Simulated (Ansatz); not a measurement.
Input for Ansatz (plane-wave DFT), PbO2:

```yaml
crystal:
  lattice:
    - [0.0, 2.701992, 2.701992]
    - [2.701992, 0.0, 2.701992]
    - [2.701992, 2.701992, 0.0]
  atoms:
    - { symbol: Pb, position: [0.0, 0.0, 0.0] }
    - { symbol: O, position: [0.25, 0.25, 0.25] }
    - { symbol: O, position: [0.75, 0.75, 0.75] }
total_charge: -0.5
basis:
  ecutwfc: 420
kpoints:
  mp_grid: { grid: [2, 2, 2] }
hamiltonian:
  xc: pbe
scf:
  occupations: { method: gaussian, width: 0.1 }
  n_extra_bands: 2
output:
  forces: true
  stress: true
  eigenvalues: true
magnetization:
  spin_polarized: true
```

Command:

```bash
ansatz run input.yaml --threads 1 --pin off --max-ram 1331MiB --backend cpu --events-out ev --progress --plain --runs-dir out
```

From the log (HF is the Harris–Foulkes energy, dr2 the density residual in eV):

```text
scf.n_extra_bands = 2 over 14 filled bands (N_el = 26.5): the run solves 16 bands
Pseudopotential: Pb, paw, valence charge 14, recommended cutoff 420 eV (normal)
Pseudopotential: O, paw, valence charge 6, recommended cutoff 420 eV (normal)
Crystal: 3 atoms, lattice volume = 39.453 Å³
Basis set: ecut = 420 eV, 749 PW (Γ), exchange–correlation on 54×54×54 points (8 copies of the dense FFT grid, shifted against one another)
Bands: 16, of which v1, the nominal top of the filled ones, is band 13 counted from 1 (12 counted from 0)
Symmetry: 48 space group operations
Space group: Fm-3m (ITA 225), of the structure as read, at distance tolerance 3.4e-5 Å
k-points: 3 of 8
Initial density: superposition of atomic densities
SCF iter   1: HF=-13033.294275 eV  Δρ=2.39e-2 (↑2.39e-2 ↓2.39e-2) dr2=1.19e0  dr2_m=0.00e0  M=0.000 μB ∫|m|=0.000 μB
SCF iter   2: HF=-13031.477760 eV  Δρ=5.51e-2 (↑3.86e-2 ↓5.51e-2) dr2=1.48e-1  dr2_m=7.38e-1  M=1.500 μB ∫|m|=1.543 μB
SCF iter   3: HF=-13032.862744 eV  Δρ=4.06e-2 (↑4.06e-2 ↓3.41e-2) dr2=1.71e-1  dr2_m=4.32e-1  M=0.250 μB ∫|m|=0.325 μB
SCF iter   4: HF=-13032.969737 eV  Δρ=3.02e-2 (↑3.02e-2 ↓2.42e-2) dr2=7.99e-2  dr2_m=2.32e-1  M=0.250 μB ∫|m|=0.305 μB
   ...
SCF iter  10: HF=-13033.096467 eV  Δρ=9.16e-6 (↑9.14e-6 ↓9.16e-6) dr2=1.31e-7  dr2_m=1.61e-13  M=0.000 μB ∫|m|=0.000 μB
SCF iter  11: HF=-13033.096467 eV  Δρ=7.72e-6 (↑7.72e-6 ↓7.72e-6) dr2=1.18e-7  dr2_m=2.09e-14  M=0.000 μB ∫|m|=0.000 μB
SCF iter  12: F=-13033.096467 eV  HF=-13033.096467 eV  Δρ=3.54e-6 (↑3.54e-6 ↓3.54e-6) dr2=1.82e-8  dr2_m=6.37e-15  M=0.000 μB ∫|m|=0.000 μB
SCF 1 converged in 12 iterations: F = -13033.096467 eV  dr2 = 1.82e-8
SCF converged after 12 iterations
Magnetization: 0.0000 μB (13.2500 up, 13.2500 down)
Absolute magnetization: 0.0000 μB (∫|ρ↑−ρ↓|, with the PAW one-centre terms)
Per-site moments (μB) at R_I (Å): [(1.5955e-7, 0.9652), (1.5015e-7, 0.9652), (1.5015e-7, 0.9652)]
Free energy (F): -13033.096467 eV
E sigma→0 (E₀):  -13033.086825 eV
Entropy (-TS):   -0.019283 eV (-6.428 meV/atom)
Fermi energy:    11.374759 eV
--- Forces (eV/Å), atoms counted from 1 ---
  atom   1  Pb     0.00000000    -0.00000000     0.00000000
  atom   2  O      0.00000000     0.00000000    -0.00000000
  atom   3  O      0.00000000    -0.00000000     0.00000000
--- Stress (GPa, compression-positive) ---
        5.956309       0.000000       0.000000
        0.000000       5.956309      -0.000000
       -0.000000       0.000000       5.956309
  P = ⅓ Tr σ = 5.9563 GPa (59.563 kbar)
```

These settings were drawn at random to show what each does; none of the numbers is a converged property of the crystal. The charged cell sits in a uniform compensating background.